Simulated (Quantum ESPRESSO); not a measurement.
A run of Quantum ESPRESSO 7.5 is set up as follows.

File pw.in:

```
&CONTROL
  calculation = 'scf'
  prefix = 'pwscf'
  outdir = './tmp'
  pseudo_dir = './pseudo'
  tprnfor = .true.
  tstress = .true.
  disk_io = 'low'
/
&SYSTEM
  ibrav = 0
  celldm(1) = 8
  nat = 4
  ntyp = 2
  ecutwfc = 45
  ecutrho = 360
  nbnd = 31
  occupations = 'smearing'
  smearing = 'fd'
  degauss = 0.00367493
/
&ELECTRONS
  conv_thr = 8d-10
  electron_maxstep = 120
  mixing_beta = 0.5
/
ATOMIC_SPECIES
Pt   195.0840 pt_pbesol_v1.4.uspp.F.UPF
Te   127.6000 te_pbesol_v1.uspp.F.UPF
CELL_PARAMETERS alat
  0.4680771595442   0.2702444740694   1.5734411227369
 -0.4680771595442   0.2702444740694   1.5734411227369
  0.0000000000000  -0.5404889481388   1.5734411227369
ATOMIC_POSITIONS crystal
Pt     0.1296666667    0.1296666667    0.1296666667
Pt     0.8703333333    0.8703333333    0.8703333333
Te     0.4020000000    0.4020000000    0.4020000000
Te     0.5980000000    0.5980000000    0.5980000000
K_POINTS automatic
8 8 8 0 0 0
```

The input bands.in:

```
&CONTROL
  calculation = 'bands'
  prefix = 'pwscf'
  outdir = './tmp'
  pseudo_dir = './pseudo'
  disk_io = 'low'
  verbosity = 'high'
/
&SYSTEM
  ibrav = 0
  celldm(1) = 8
  nat = 4
  ntyp = 2
  ecutwfc = 45
  ecutrho = 360
  nbnd = 31
  occupations = 'smearing'
  smearing = 'fd'
  degauss = 0.00367493
/
&ELECTRONS
  conv_thr = 1d-08
  electron_maxstep = 120
  mixing_beta = 0.5
  diago_full_acc = .true.
  startingwfc = 'random'
/
ATOMIC_SPECIES
Pt   195.0840 pt_pbesol_v1.4.uspp.F.UPF
Te   127.6000 te_pbesol_v1.uspp.F.UPF
CELL_PARAMETERS alat
  0.4680771595442   0.2702444740694   1.5734411227369
 -0.4680771595442   0.2702444740694   1.5734411227369
  0.0000000000000  -0.5404889481388   1.5734411227369
ATOMIC_POSITIONS crystal
Pt     0.1296666667    0.1296666667    0.1296666667
Pt     0.8703333333    0.8703333333    0.8703333333
Te     0.4020000000    0.4020000000    0.4020000000
Te     0.5980000000    0.5980000000    0.5980000000
K_POINTS crystal
60
 0.0000000000  0.0000000000  0.0000000000 1
 0.0625000000  0.0000000000  0.0000000000 1
 0.1250000000  0.0000000000  0.0000000000 1
 0.1875000000  0.0000000000  0.0000000000 1
 0.2500000000  0.0000000000  0.0000000000 1
 0.3125000000  0.0000000000  0.0000000000 1
 0.3750000000  0.0000000000  0.0000000000 1
 0.4375000000  0.0000000000  0.0000000000 1
 0.5000000000  0.0000000000  0.0000000000 1
 0.5000000000  0.0372665819 -0.0372665819 1
 0.5000000000  0.0745331637 -0.0745331637 1
 0.5000000000  0.1117997456 -0.1117997456 1
 0.5000000000  0.1490663274 -0.1490663274 1
 0.5000000000  0.1863329093 -0.1863329093 1
 0.8136670907  0.5000000000  0.1863329093 1
 0.7788151918  0.5000000000  0.2211848082 1
 0.7439632928  0.5000000000  0.2560367072 1
 0.7091113938  0.5000000000  0.2908886062 1
 0.6742594948  0.5000000000  0.3257405052 1
 0.6394075959  0.5000000000  0.3605924041 1
 0.6045556969  0.5000000000  0.3954443031 1
 0.5697037979  0.5000000000  0.4302962021 1
 0.5348518990  0.5000000000  0.4651481010 1
 0.5000000000  0.5000000000  0.5000000000 1
 0.3750000000  0.3750000000  0.3750000000 1
 0.2500000000  0.2500000000  0.2500000000 1
 0.1250000000  0.1250000000  0.1250000000 1
 0.0000000000  0.0000000000  0.0000000000 1
 0.0311969504  0.0000000000 -0.0311969504 1
 0.0623939008  0.0000000000 -0.0623939008 1
 0.0935908513  0.0000000000 -0.0935908513 1
 0.1247878017  0.0000000000 -0.1247878017 1
 0.1559847521  0.0000000000 -0.1559847521 1
 0.1871817025  0.0000000000 -0.1871817025 1
 0.2183786530  0.0000000000 -0.2183786530 1
 0.2495756034  0.0000000000 -0.2495756034 1
 0.2807725538  0.0000000000 -0.2807725538 1
 0.3119695042  0.0000000000 -0.3119695042 1
 0.3431664546  0.0000000000 -0.3431664546 1
 0.6568335454  0.3431664546  0.0000000000 1
 0.6254668363  0.3745331637  0.0000000000 1
 0.5941001272  0.4058998728  0.0000000000 1
 0.5627334181  0.4372665819  0.0000000000 1
 0.5313667091  0.4686332909  0.0000000000 1
 0.5000000000  0.5000000000  0.0000000000 1
 0.6568335454  0.6568335454  0.1863329093 1
 0.6411501908  0.6411501908  0.2176996184 1
 0.6254668363  0.6254668363  0.2490663274 1
 0.6097834818  0.6097834818  0.2804330365 1
 0.5941001272  0.5941001272  0.3117997456 1
 0.5784167727  0.5784167727  0.3431664546 1
 0.5627334181  0.5627334181  0.3745331637 1
 0.5470500636  0.5470500636  0.4058998728 1
 0.5313667091  0.5313667091  0.4372665819 1
 0.5156833545  0.5156833545  0.4686332909 1
 0.5000000000  0.5000000000  0.5000000000 1
 0.5000000000  0.0000000000  0.0000000000 1
 0.6045556969  0.1143888182  0.1143888182 1
 0.7091113938  0.2287776364  0.2287776364 1
 0.8136670907  0.3431664546  0.3431664546 1
```

Potentials or basis: GBRV 1.5 PBEsol.

Launch:

```console
$ OMP_NUM_THREADS=1 mpirun -n 2 pw.x -nk 2 -in pw.in > pw.out
$ OMP_NUM_THREADS=1 mpirun -n 2 pw.x -nk 2 -in bands.in > bands.out
```

Estimate the band gap on the k mesh.

none (metal or under the smearing width).

What does it give for the pressure?

0.8 GPa.

Levels at the corners of the path, in eV from the Fermi level:
| point | band 18 | band 19 | band 20 | band 21 | band 22 | band 23 | band 24 | band 25 | band 26 | band 27 |
| --- | --- | --- | --- | --- | --- | --- | --- | --- | --- | --- |
| Γ | -1.98 | -1.74 | 0.68 | 0.68 | 0.87 | 1.24 | 2.87 | 2.87 | 4.52 | 6.06 |
| L | -2.52 | -2.47 | -1.94 | -1.87 | -1.06 | 0.31 | 1.35 | 1.96 | 3.76 | 4.78 |
| B1 | -2.36 | -2.34 | -2.01 | -1.26 | -1.26 | -0.37 | 1.13 | 3.35 | 3.39 | 7.01 |
| B | -2.36 | -2.34 | -2.01 | -1.26 | -1.26 | -0.37 | 1.13 | 3.35 | 3.39 | 7.01 |
| Z | -1.96 | -1.70 | -1.60 | 1.23 | 1.23 | 1.93 | 1.93 | 3.51 | 4.50 | 4.71 |
| Γ | -1.98 | -1.74 | 0.68 | 0.68 | 0.87 | 1.24 | 2.87 | 2.87 | 4.52 | 6.06 |
| X | -2.76 | -2.29 | -2.02 | -1.51 | -0.82 | -0.71 | 1.19 | 3.03 | 4.06 | 6.38 |
| Q | -2.76 | -2.29 | -2.02 | -1.51 | -0.82 | -0.71 | 1.19 | 3.03 | 4.06 | 6.38 |
| F | -2.49 | -2.47 | -1.81 | -1.73 | -1.33 | -1.16 | 2.54 | 3.83 | 4.72 | 5.46 |
| P1 | -2.48 | -2.31 | -1.81 | -1.57 | -1.50 | -0.83 | 2.26 | 2.81 | 4.72 | 4.99 |
| Z | -1.96 | -1.70 | -1.60 | 1.23 | 1.23 | 1.93 | 1.93 | 3.51 | 4.50 | 4.71 |
| L | -2.52 | -2.47 | -1.94 | -1.87 | -1.06 | 0.31 | 1.35 | 1.96 | 3.76 | 4.78 |
| P | -2.48 | -2.31 | -1.81 | -1.57 | -1.50 | -0.83 | 2.26 | 2.81 | 4.72 | 4.99 |

Caveat: spin-orbit coupling is left out, which moves the levels of the heavy elements.
